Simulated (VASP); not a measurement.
A run of VASP 6.6.1 is set up as follows.

INCAR

```
PREC = Accurate
ENCUT = 520
EDIFF = 1E-7
ISMEAR = 0
SIGMA = 0.02
LREAL = False
LASPH = True
NELM = 80
ALGO = Fast
ISIF = 2
LWAVE = False
LCHARG = False
GGA = PS
ICORELEVEL = 1
```

File KPOINTS:

```
regular mesh
0
Gamma
  10 10 10
```

Contents of POSCAR:

```
ZrC
1.0
    0.0000000000      2.3650000000      2.3650000000
    2.3650000000      0.0000000000      2.3650000000
    2.3650000000      2.3650000000      0.0000000000
Zr C
1 1
Direct
    0.5000000000      0.5000000000      0.5000000000
    0.0000000000      0.0000000000      0.0000000000
```

Potentials or basis: VASP PAW PBE potentials, release 64 (Zr_sv, C).

Launch:

```sh
$ cat potpaw_PBE.64/Zr_sv/POTCAR potpaw_PBE.64/C/POTCAR > POTCAR
$ mpirun -np 1 vasp_std > vasp.out
```

Problem. Predict the pressure.

Solution. -8.2 GPa.

Problem. Estimate the band gap on the k mesh.

Solution. None (metal or under the smearing width).

Core levels (eV, on the scale of the bands):
| atom | levels |
| --- | --- |
| 1 Zr | 1s -17806.2, 2s -2453.5, 2p -2186.0, 3s -388.8, 3p -301.7, 3d -158.8 |
| 2 C | 1s -255.6 |

Caveat: the PAW data sets were made with another functional, which shifts forces and pressure a little.
